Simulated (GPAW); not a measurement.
# TiO2 (R-3m) in GPAW: reference runs

Reference runs on TiO2: the cell as given and a disturbed copy.

Program: GPAW 26.7.0. These are calculated values, not measurements. Logs are shortened: lines on timing, memory, paths and dates and some standing lists are left out, and cuts for length are marked. The log counts tension as positive stress, the text compression.

**1. Starting point**

Symmetry: R-3m, No. 166, trigonal system. Conventional cell: a = 2.995 Å, b = 2.995 Å, c = 20.945 Å, α = 90.00°, β = 90.00°, γ = 120.00°. Ti (site symmetry -3m) has 6 O at 1.98 Å as nearest neighbours. Around O (site symmetry 3m) lie 3 Ti at 1.98 Å.

Measurements of this composition are mostly on another form, of space group No. 141.

**2. Single point, PBE (atoms moved at random, drawn with an rms of 0.05 Å)**

run.py

```python
from ase import Atoms
from ase.dft.bandgap import bandgap
from ase.io import write
from ase.units import GPa
from ase.parallel import parprint
from gpaw import GPAW, PW

atoms = Atoms(['Ti', 'O', 'O'],
              cell=[[1.4973312015, 0.8644845722, 6.9815443949],
                    [-1.4973312015, 0.8644845722, 6.9815443949],
                    [0.0, -1.7289691445, 6.9815443949]],
              scaled_positions=[[-0.011969, -0.000386, 0.015029],
                                [0.408767, 0.358331, 0.366814],
                                [0.62001, 0.625483, 0.611201]],
              pbc=True)

calc = GPAW(mode=PW(800),
            xc='PBE',
            kpts={'size': (10, 10, 10), 'gamma': True},
            occupations={'name': 'fermi-dirac', 'width': 0.05},
            nbands=24,
            convergence={'density': 1e-05, 'energy': 1e-05},
            maxiter=150,
            txt='gpaw.txt')
atoms.calc = calc
energy = atoms.get_potential_energy()
forces = atoms.get_forces()
stress = atoms.get_stress()
calc.write('gs.gpw')
write('result.traj', atoms)
parprint(f'Energy: {energy:.6f} eV')
parprint('Forces (eV/A):')
parprint(forces.round(4))
parprint('Stress (GPa):', (stress / GPa).round(3))
parprint('Fermi level:', round(calc.get_fermi_level(), 4), 'eV')
parprint(f'Gap: {bandgap(calc)[0]:.4f} eV, direct: {bandgap(calc, direct=True)[0]:.4f} eV')
```

Potentials or basis: GPAW PAW data sets (gpaw-data 1.2.1), pw.

Run with:

```
> OMP_NUM_THREADS=1 mpirun -n 4 gpaw python run.py
```

gpaw.txt:

```text
__  _  _
 | _ |_)|_||  |
 |__||  | ||/\| - 26.7.0

Input parameters:
  mode=PW(ecut=800.0),
  convergence={'density': 1e-05, 'energy': 1e-05},
  kpts=MonkhorstPack(size=(10, 10, 10), gamma=True),
  maxiter=150,
  nbands=24,
  occupations=Occupations(name='fermi-dirac', width=0.05),
  xc=XC(name='PBE')

Diagonalizing LCAO Hamiltonian
Converting LCAO to pw mode

       O

       O

       Ti

Atoms  # Å, Bohr magnetons
|   | symbol |         x |         y |         z |    initial magnetic moments |
|---|--------|-----------|-----------|-----------|-----------------------------|
| 0 |     Ti | -0.017344 | -0.036665 |  0.018669 | ( 0.0000,  0.0000,  0.0000) |
| 1 |      O |  0.075519 |  0.028934 |  7.916457 | ( 0.0000,  0.0000,  0.0000) |
| 2 |      O | -0.008195 |  0.019962 | 12.962592 | ( 0.0000,  0.0000,  0.0000) |

Unit cell  # Å
| periodic |         x |         y |        z |  lengths |    angles |
|----------|-----------|-----------|----------|----------|-----------|
|      yes |  1.497331 |  0.864485 | 6.981544 | 7.192447 | 24.031557 |
|      yes | -1.497331 |  0.864485 | 6.981544 | 7.192447 | 24.031557 |
|      yes |  0.000000 | -1.728969 | 6.981544 | 7.192447 | 24.031557 |

Number of symmetries: 1
Symmetry operations  # r_c * U_cc + t_c -> r_c
|   | kind |            matrix            |
|---|------|------------------------------|
| 0 |  E   |  1, 0, 0,  0, 1, 0,  0, 0, 1 |

BZ-sampling:
  Number of BZ points: 1000
  Number of IBZ points: 504

  Monkhorst-Pack size: [10, 10, 10]
  Monkhorst-Pack shift: [0.05, 0.05, 0.05]

K-points  # in reciprocal-cell coordinates
|     |                                coordinates |     weight |
|-----|--------------------------------------------|------------|
|   0 | (  0.00000000,   0.00000000,   0.00000000) | 0.00100000 |
|   1 | (  0.00000000,   0.00000000,   0.10000000) | 0.00200000 |
|   2 | (  0.00000000,   0.00000000,   0.20000000) | 0.00200000 |
|   3 | (  0.00000000,   0.00000000,   0.30000000) | 0.00200000 |
|   4 | (  0.00000000,   0.00000000,   0.40000000) | 0.00200000 |
|   5 | (  0.00000000,   0.00000000,   0.50000000) | 0.00100000 |
|   6 | (  0.00000000,   0.10000000,  -0.40000000) | 0.00200000 |
|   7 | (  0.00000000,   0.10000000,  -0.30000000) | 0.00200000 |
|   8 | (  0.00000000,   0.10000000,  -0.20000000) | 0.00200000 |
|   9 | (  0.00000000,   0.10000000,  -0.10000000) | 0.00200000 |
| ... |                                            |            |
| 503 | (  0.50000000,   0.50000000,   0.50000000) | 0.00100000 |

Plane wave coefficients: 2808
Cutoff: 800.0 eV

Spin-components: 1 (collinear spins)
Bands:           24
Projectors:      16
Spin-degeneracy: 2
Datatype:        complex128

Parallelization:
  kpt:    4
  domain: 1
  band:   1

Density:
  Valence electrons: 24.0
  Components: 1
  Grid points: [48 48 48]
  Charge: 0.0  # |e|

Potential:
  Grid points: [48 48 48]

species:
  Ti:
    name:    Titanium
    Z:       22.0
    valence: 12
    core:    10
    charge:  0.0  # [|e|]
    compensation charges:
      type: gauss
      rc: 0.38  # [Å]
      lmax: 2
    cutoffs:
      filter: 2.23  # [Å]
      core: 1.02  # [Å]
    projectors
    | kind |    occ | energy [eV] | rcut [Å] |
    |------|--------|-------------|----------|
    |   3s |  2.000 |     -62.623 |    1.270 |
    |   4s |  2.000 |      -4.466 |    1.270 |
    |   3p |  6.000 |     -38.862 |    1.058 |
    |   4p |  0.000 |      -1.466 |    1.058 |
    |   3d |  2.000 |      -4.258 |    1.058 |
    |    d |        |      22.953 |    1.058 |

    Using partial waves for Ti as LCAO basis

  O:
    name:    Oxygen
    Z:       8.0
    valence: 6
    core:    2
    charge:  0.0  # [|e|]
    compensation charges:
      type: gauss
      rc: 0.21  # [Å]
      lmax: 2
    cutoffs:
      filter: 1.17  # [Å]
      core: 0.83  # [Å]
    projectors
    | kind |    occ | energy [eV] | rcut [Å] |
    |------|--------|-------------|----------|
    |   2s |  2.000 |     -23.961 |    0.688 |
    |   2p |  4.000 |      -9.029 |    0.598 |
    |    s |        |       3.251 |    0.688 |
    |    p |        |      18.182 |    0.598 |
    |    d |        |       0.000 |    0.619 |

    Using partial waves for O as LCAO basis

Reference energy: -27305.718884  # eV

eigensolver:
  PPCG
  Converge bands: occupied
  niter=2

density mixing:
  MSR1-Mixer
  Pratt-step length: 0.05
  Maximum mixing coefficient: 0.75
  Old densities: 10
  SVD Regularization: 0.005
  Good broyden scale: 1.0
  Trust region scale: 1.0
  Backstep threshold: 4.0
  History deletion threshold: 6.0
  Fourier metric: weight=20.0, sigma=0.015

occupation numbers:
  Fermi-Dirac:
    width: 0.0500  # eV

poisson solver:
  ecut: 6400.0  # eV

xc functional:
  name: PBE with 2 nearest neighbor stencil

convergence criteria:
- Maximum integral of absolute [dens]ity change: 1e-05 electrons / valence electron
- Maximum [total energy] change in last 3 cyles: 1e-05 eV / valence electron
- Maximum integral of absolute [eigenst]ate change: 4e-08 eV^2 / valence electron
maximum number of iterations: 150

SCF iterations
|iter     | |      energy | eigst |  dens |
|---------|-|-------------|-------|-------|
|iter:   1| |  -30.129390 | +0.05 |       |
|iter:   2| |  -28.635478 | -1.79 | -0.79 |
|iter:   3| |  -25.944092 | -0.86 | -0.86 |
|iter:   4| |  -25.757063 | -1.99 | -1.33 |
|iter:   5| |  -25.737544 | -2.62 | -1.55 |
|iter:   6| |  -25.732318 | -2.69 | -1.90 |
|iter:   7| |  -25.728216 | -3.48 | -2.18 |
|iter:   8| |  -25.728225 | -4.71 | -2.79 |
|iter:   9| |  -25.728216c| -5.86 | -3.38 |
|iter:  10| |  -25.728217c| -6.71 | -3.90 |
|iter:  11| |  -25.728217c| -8.23c| -4.69 |
|iter:  12| |  -25.728217c| -8.51c| -5.34c|

Converged in 12 steps
Energy contributions relative to reference atoms: (reference = -27305.718884)

Energy contributions:
  Kinetic:          27.417467
  Coulomb:         -32.574490
  Zero:              0.626424
  External:          0.000000
  Xc:              -21.197618
  Entropy:          -0.000000
  Spinorbit:         0.000000
  ----------------------------
  Free energy:     -25.728217
  Extrapolated:    -25.728217

dipole moment: (-0.156888, 10.772298, 22.607644)  # |e|*Ang

Fermi level: 0.436
Eigenvalues  # (at kpt = [0.000, 0.000, 0.000])
| band index |      eig [eV] | occ [0-2] |
|------------|---------------|-----------|
|          0 |       -56.933 |     2.000 |
|        ... |               |           |
|          4 |       -18.041 |     2.000 |
|          5 |       -16.222 |     2.000 |
|          6 |        -4.342 |     2.000 |
|          7 |        -4.299 |     2.000 |
|          8 |        -4.214 |     2.000 |
|          9 |        -1.268 |     2.000 |
|         10 |        -0.890 |     2.000 |
|         11 |        -0.807 |     2.000 |
|         12 |         2.087 |     0.000 |
|         13 |         2.260 |     0.000 |
|         14 |         3.779 |     0.000 |
|         15 |         6.007 |     0.000 |
|         16 |         6.250 |     0.000 |
|         17 |         6.504 |     0.000 |
|         18 |         9.663 |     0.000 |
|         19 |        10.579 |     0.000 |
|        ... |               |           |
|         23 |        20.612 |     0.000 |

Gap: 2.716 eV
Transition (v -> c):
  (s=0, k=88, n=11, [0.10, -0.10, 0.20]) -> (s=0, k=503, n=12, [0.50, 0.50, 0.50])
Direct/indirect transitions are different
Direct gap: 2.894 eV
Transition at: (s=0, k=0, n=11, [0.00, 0.00, 0.00])

Forces  # eV/Ang
|        x |        y |        z |
|----------|----------|----------|
|  0.35224 |  0.20166 | -1.41725 |  # Ti   0
| -0.88715 | -0.26334 |  0.82749 |  # O    1
|  0.53503 |  0.06180 |  0.58799 |  # O    2

Stress tensor  # eV/Ang^3
|         x |         y |         z |
|-----------|-----------|-----------|
| -0.010609 | -0.006651 |  0.025047 |
| -0.006651 | -0.002520 |  0.005603 |
|  0.025047 |  0.005603 | -0.001280 |

# Writing to gs.gpw (mode='')
```

Run time: 11 min. Hardware: 4 MPI ranks of Arm Neoverse V2, shared host; peak memory 0.53 GiB.

Results:

```yaml
Free_energy: -25.7282 eV
Pressure: 0.8 GPa
Largest_force: 1.474 eV/Å
Band_gap_on_the_k_mesh: 2.72 eV, indirect (least direct gap 2.89 eV)
```

Forces on the atoms (eV/Å):
```
Ti   0.352  0.202 -1.417
O   -0.887 -0.263  0.827
O    0.535  0.062  0.588
```

Stress tensor (GPa, compression positive):
```
 1.70  1.07 -4.01
 1.07  0.40 -0.90
-4.01 -0.90  0.21
```

Caveat: the program warned that so skewed a cell can give wrong results. A k mesh can miss the band edges.

**3. Single point, PBE**

run.py

```python
from ase import Atoms
from ase.dft.bandgap import bandgap
from ase.io import write
from ase.units import Bohr, GPa
from gpaw import GPAW, PW
from gpaw.elf import elf_from_dft_calculation

atoms = Atoms(['Ti', 'O', 'O'],
              cell=[[1.4973312015, 0.8644845722, 6.9815443949],
                    [-1.4973312015, 0.8644845722, 6.9815443949],
                    [0.0, -1.7289691445, 6.9815443949]],
              scaled_positions=[[0.0, 0.0, 0.0],
                                [0.379533, 0.379533, 0.379533],
                                [0.620467, 0.620467, 0.620467]],
              pbc=True)

calc = GPAW(mode=PW(800),
            xc='PBE',
            kpts={'size': (10, 10, 10), 'gamma': True},
            occupations={'name': 'fermi-dirac', 'width': 0.05},
            nbands=24,
            convergence={'density': 1e-05, 'energy': 1e-05},
            maxiter=150,
            txt='gpaw.txt')
atoms.calc = calc
energy = atoms.get_potential_energy()
forces = atoms.get_forces()
stress = atoms.get_stress()
calc.write('gs.gpw')
write('result.traj', atoms)
print(f'Energy: {energy:.6f} eV')
print('Forces (eV/A):')
print(forces.round(4))
print('Stress (GPa):', (stress / GPa).round(3))
print('Fermi level:', round(calc.get_fermi_level(), 4), 'eV')
print(f'Gap: {bandgap(calc)[0]:.4f} eV, direct: {bandgap(calc, direct=True)[0]:.4f} eV')

# fields on the real-space grid
write('density.cube', atoms, data=calc.get_pseudo_density() * Bohr**3)
write('potential.cube', atoms, data=calc.get_electrostatic_potential())
write('elf.cube', atoms, data=elf_from_dft_calculation(calc).data)
```

Potentials or basis: GPAW PAW data sets (gpaw-data 1.2.1), pw.

Run with:

```
> OMP_NUM_THREADS=1 python run.py
```

gpaw.txt:

```text
__  _  _
 | _ |_)|_||  |
 |__||  | ||/\| - 26.7.0

Input parameters:
  mode=PW(ecut=800.0),
  convergence={'density': 1e-05, 'energy': 1e-05},
  kpts=MonkhorstPack(size=(10, 10, 10), gamma=True),
  maxiter=150,
  nbands=24,
  occupations=Occupations(name='fermi-dirac', width=0.05),
  xc=XC(name='PBE')

Diagonalizing LCAO Hamiltonian
Converting LCAO to pw mode

       O

       O

       Ti

Atoms  # Å, Bohr magnetons
|   | symbol |         x |         y |         z |    initial magnetic moments |
|---|--------|-----------|-----------|-----------|-----------------------------|
| 0 |     Ti |  0.000000 |  0.000000 |  0.000000 | ( 0.0000,  0.0000,  0.0000) |
| 1 |      O |  0.000000 | -0.000000 |  7.949179 | ( 0.0000,  0.0000,  0.0000) |
| 2 |      O | -0.000000 | -0.000000 | 12.995454 | ( 0.0000,  0.0000,  0.0000) |

Unit cell  # Å
| periodic |         x |         y |        z |  lengths |    angles |
[... 174 lines left out ...]
  Zero:              0.633494
  External:          0.000000
  Xc:              -21.029399
  Entropy:          -0.000000
  Spinorbit:         0.000000
  ----------------------------
  Free energy:     -25.801831
  Extrapolated:    -25.801831

dipole moment: (-0.000000, 0.000000, -67.471790)  # |e|*Ang

Fermi level: 0.408
Eigenvalues  # (at kpt = [0.000, 0.000, 0.000])
| band index |      eig [eV] | occ [0-2] |
|------------|---------------|-----------|
|          0 |       -56.980 |     2.000 |
|        ... |               |           |
|          4 |       -18.006 |     2.000 |
|          5 |       -16.263 |     2.000 |
|          6 |        -4.274 |     2.000 |
|          7 |        -4.234 |     2.000 |
|          8 |        -4.234 |     2.000 |
|          9 |        -1.261 |     2.000 |
[... 8 lines left out ...]
|         18 |         9.654 |     0.000 |
|         19 |        10.587 |     0.000 |
|        ... |               |           |
|         23 |        20.485 |     0.000 |

Gap: 2.704 eV
Transition (v -> c):
  (s=0, k=8, n=11, [0.20, 0.00, -0.10]) -> (s=0, k=5, n=12, [0.10, 0.10, 0.10])
Direct/indirect transitions are different
Direct gap: 2.887 eV
Transition at: (s=0, k=115, n=11, [0.50, 0.50, 0.50])

Forces  # eV/Ang
|        x |        y |        z |
|----------|----------|----------|
| -0.00000 |  0.00000 |  0.00000 |  # Ti   0
| -0.00000 |  0.00000 | -0.00836 |  # O    1
|  0.00000 | -0.00000 |  0.00836 |  # O    2

Stress tensor  # eV/Ang^3
|         x |        y |         z |
|-----------|----------|-----------|
|  0.000726 | 0.000000 | -0.000000 |
| -0.000000 | 0.000726 |  0.000000 |
|  0.000000 | 0.000000 |  0.001790 |

# Writing to gs.gpw (mode='')
```

Run time: 10 min. Hardware: 1 thread of Arm Neoverse V2, shared host; peak memory 0.49 GiB.

Results:

```yaml
Free_energy: -25.8018 eV
Pressure: -0.2 GPa
Largest_force: 0.008 eV/Å
Band_gap_on_the_k_mesh: 2.70 eV, indirect (least direct gap 2.89 eV)
```

Forces on the atoms (eV/Å):
```
Ti   0.000  0.000  0.000
O    0.000  0.000 -0.008
O    0.000  0.000  0.008
```

Levels at points of the mesh, in eV from the valence-band top:
| k point | band 10 | band 11 | band 12 | band 13 | band 14 | band 15 |
| --- | --- | --- | --- | --- | --- | --- |
| (0.00, 0.00, 0.00) | -0.60 | -0.18 | -0.18 | 2.70 | 2.70 | 4.38 |
| (0.50, 0.00, 0.00) | -1.66 | -1.20 | -0.65 | 2.94 | 3.74 | 3.80 |
| (0.50, 0.50, 0.00) | -1.67 | -1.20 | -0.64 | 2.95 | 3.74 | 3.80 |
| (0.50, 0.50, 0.50) | -0.67 | -0.18 | -0.18 | 2.70 | 2.70 | 4.40 |

Caveat: the program warned that so skewed a cell can give wrong results. A hybrid or GW would open this gap; PBE tends to underestimate it.
